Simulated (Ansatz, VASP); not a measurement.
NbC4 in VASP and in Ansatz

```
CELL_PARAMETERS angstrom
-2.46530 2.46530 2.46530
2.46530 -2.46530 2.46530
2.46530 2.46530 -2.46530
ATOMIC_POSITIONS crystal
Nb 0.00000 0.00000 0.00000
C 0.50000 0.50000 0.50000
C 0.00000 0.00000 0.50000
C 0.00000 0.50000 0.00000
C 0.50000 0.00000 0.00000
```

Alike in both runs: functional PBE; k mesh 10 × 10 × 10; occupations gaussian, width 0.1 eV; no spin polarisation.

Ansatz relaxed the structure, and its values are those at the end. VASP's run is a single point on that final structure, the one shown.

```csv
,VASP,Ansatz
version,VASP 6.6.1,Ansatz 0.2.0
potentials or method,"VASP PAW PBE potentials, release 64 (Nb_sv, C)","scalar-relativistic, plane waves, PAW"
plane-wave cutoff (eV),520,420
valence electrons in the cell,29,29
```

|  | VASP | Ansatz | Ansatz less VASP |
| --- | --- | --- | --- |
| gap on the k mesh at the Fermi level (eV) | none | none | - |
| pressure (GPa) | -0.3 | 0.0 | +0.33 |

A gap of «none» marks a metal or a gap that the smearing closes.
